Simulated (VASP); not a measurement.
**RbCl in VASP 6.6.1, single-point calculation**

INCAR

```
SIGMA = 0.02
LCHARG = .FALSE.
LASPH = .TRUE.
IBRION = -1
LREAL = .TRUE.
NBANDS = 15
ISIF = 2
ALGO = Fast
LWAVE = .FALSE.
ISMEAR = -1
GGA = PE
NELM = 120
EDIFF = 1E-7
ENCUT = 520
NSW = 0
PREC = Accurate
```

KPOINTS

```
KPOINTS created by Atomic Simulation Environment
0
Gamma
6 6 6
0 0 0
```

POSCAR

```
Rb Cl
 1.0000000000000000
    -0.0330581282000000    3.2727546904000002    3.2727546904000002
     3.2727546904000002   -0.0330581282000000    3.2727546904000002
     3.2727546904000002    3.2727546904000002   -0.0330581282000000
 Rb  Cl
   1   1
Cartesian
  0.0000000000000000  0.0000000000000000  0.0000000000000000
  3.2562256263000000  3.2562256263000000  3.2562256263000000
```

The recommended PBE PAW datasets give the neutral cell 16 valence electrons.

Command

```
mpirun -np 1 vasp_std
```

OSZICAR

```
N       E                     dE             d eps       ncg     rms          rms(c)
DAV:   1     0.809917782798E+02    0.80992E+02   -0.68986E+03   960   0.929E+02
DAV:   2    -0.167329153749E+01   -0.82665E+02   -0.75133E+02  1359   0.165E+02
DAV:   3    -0.690297559324E+01   -0.52297E+01   -0.52031E+01  1298   0.429E+01
DAV:   4    -0.702722815652E+01   -0.12425E+00   -0.12423E+00  1430   0.649E+00
DAV:   5    -0.702800809213E+01   -0.77994E-03   -0.77993E-03  1348   0.498E-01    0.320E+00
RMM:   6    -0.667002205051E+01    0.35799E+00   -0.45970E-01  1124   0.259E+00    0.231E+00
RMM:   7    -0.665221507179E+01    0.17807E-01   -0.21646E-01  1283   0.177E+00    0.157E+00
RMM:   8    -0.666900272306E+01   -0.16788E-01   -0.31475E-02  1170   0.102E+00    0.578E-01
RMM:   9    -0.666559957492E+01    0.34031E-02   -0.40359E-03  1360   0.334E-01    0.311E-01
RMM:  10    -0.666706741807E+01   -0.14678E-02   -0.12632E-02  1307   0.450E-01    0.341E-01
RMM:  11    -0.666593975804E+01    0.11277E-02   -0.14455E-03  1307   0.174E-01    0.104E-01
RMM:  12    -0.666590865119E+01    0.31107E-04   -0.35517E-04  1465   0.869E-02    0.248E-02
RMM:  13    -0.666591983215E+01   -0.11181E-04   -0.62811E-05  1431   0.394E-02    0.142E-02
RMM:  14    -0.666592015196E+01   -0.31981E-06   -0.27198E-05  1518   0.224E-02    0.737E-03
RMM:  15    -0.666592094069E+01   -0.78873E-06   -0.66943E-06  1502   0.108E-02    0.275E-03
RMM:  16    -0.666592140159E+01   -0.46090E-06   -0.27698E-06  1460   0.642E-03    0.324E-04
RMM:  17    -0.666592164283E+01   -0.24124E-06   -0.98432E-07  1370   0.399E-03    0.110E-03
RMM:  18    -0.666592164952E+01   -0.66905E-08   -0.44362E-07  1211   0.269E-03
   1 F= -.66659216E+01 E0= -.66659216E+01  d E =-.105238E-12
```

From OUTCAR

```
k-points           NKPTS =     32   k-points in BZ     NKDIM =     32   number of bands    NBANDS=     15

   NELECT =      16.0000    total number of electrons

   dimension x,y,z NGX =    36 NGY =   36 NGZ =   36
   dimension x,y,z NGXF=    72 NGYF=   72 NGZF=   72

  energy-cutoff  :      520.00
  volume of cell :       71.17
      direct lattice vectors                 reciprocal lattice vectors
    -0.033058128  3.272754690  3.272754690    -0.150480973  0.152016493  0.152016493
     3.272754690 -0.033058128  3.272754690     0.152016493 -0.150480973  0.152016493
     3.272754690  3.272754690 -0.033058128     0.152016493  0.152016493 -0.150480973

 k-points in reciprocal lattice and weights: KPOINTS created by Atomic Simulation Env
   0.00000000  0.00000000  0.00000000       0.005
   0.16666667  0.00000000  0.00000000       0.028
   0.33333333  0.00000000 -0.00000000       0.028
   0.50000000 -0.00000000 -0.00000000       0.014
   0.16666667  0.16666667  0.00000000       0.028
   0.33333333  0.16666667  0.00000000       0.056
   0.50000000  0.16666667  0.00000000       0.056
  -0.33333333  0.16666667 -0.00000000       0.056
   ...

 E-fermi :  -1.3456

 k-point     1 :       0.0000    0.0000    0.0000
  band No.  band energies     occupation
      1     -25.7929      2.00000
      2     -13.8726      2.00000
      3      -9.8423      2.00000
      4      -9.8423      2.00000
      5      -9.8401      2.00000
      6      -1.8792      2.00000
      7      -1.8792      2.00000
      8      -1.8605      2.00000
      9       3.1284      0.00000
     10       6.0800      0.00000
     11       6.0800      0.00000
     12       6.2069      0.00000
     13       7.1071      0.00000
     14       7.1071      0.00000
     15      10.2413      0.00000

 k-point     2 :       0.1667    0.0000    0.0000
  band No.  band energies     occupation
      1     -25.7890      2.00000
      2     -13.8888      2.00000
      3      -9.8447      2.00000
      4      -9.8441      2.00000
      5      -9.8341      2.00000
      6      -2.1327      2.00000
      7      -1.9688      2.00000
      8      -1.9502      2.00000
      9       3.7459      0.00000
     10       5.9352      0.00000
     11       6.4206      0.00000
     12       6.5369      0.00000
     13       7.5114      0.00000
     14       7.5171      0.00000
     15      11.2800      0.00000

 k-point     3 :       0.3333    0.0000   -0.0000
  band No.  band energies     occupation
      1     -25.7811      2.00000
      2     -13.9210      2.00000
      3      -9.8517      2.00000
      4      -9.8493      2.00000
      5      -9.8184      2.00000
      6      -2.5555      2.00000
      7      -2.1382      2.00000
      8      -2.1157      2.00000
      9       5.0786      0.00000
     10       5.9382      0.00000
     11       7.3594      0.00000
     12       7.4833      0.00000
     13       8.5364      0.00000
     14       8.5625      0.00000
     15      10.9634      0.00000

 ...

  Total        0.6338663      0.6338663      0.6338663     -0.0163811     -0.0163811     -0.0163811
  in kB       14.2694503     14.2694503     14.2694503     -0.3687674     -0.3687674     -0.3687674
  external PRESSURE =      14.2694503 kB  Pullay stress =       0.0000000 kB

 POSITION                                       TOTAL-FORCE (eV/Angst)
 -----------------------------------------------------------------------------------
      0.00000      0.00000      0.00000        -0.000000     -0.000000     -0.000000
      3.25623      3.25623      3.25623         0.000000      0.000000      0.000000
 -----------------------------------------------------------------------------------
    total drift:                                0.000000      0.000000      0.000000

  FREE ENERGIE OF THE ION-ELECTRON SYSTEM (eV)
  ---------------------------------------------------
  free  energy   TOTEN  =        -6.6659216495 eV

  energy  without entropy=       -6.6659216495  energy(sigma->0) =       -6.66592165
```

It converged. Results: gap between bands v and c on the k mesh 4.99 eV; least direct gap on the k mesh 4.99 eV; pressure 1.4 GPa. Band v is the last that the valence electrons fill when counted band by band, and c is the next.

These settings aren't sound, so the numbers aren't properties of the crystal.

On sound settings PBE gives a gap of 4.99 eV on its mesh and a pressure of 0.9 GPa for the intended cell.

The run took about 45 s on one core of a shared host (Intel Xeon Platinum 8488C) and held 0.2 GiB at most.
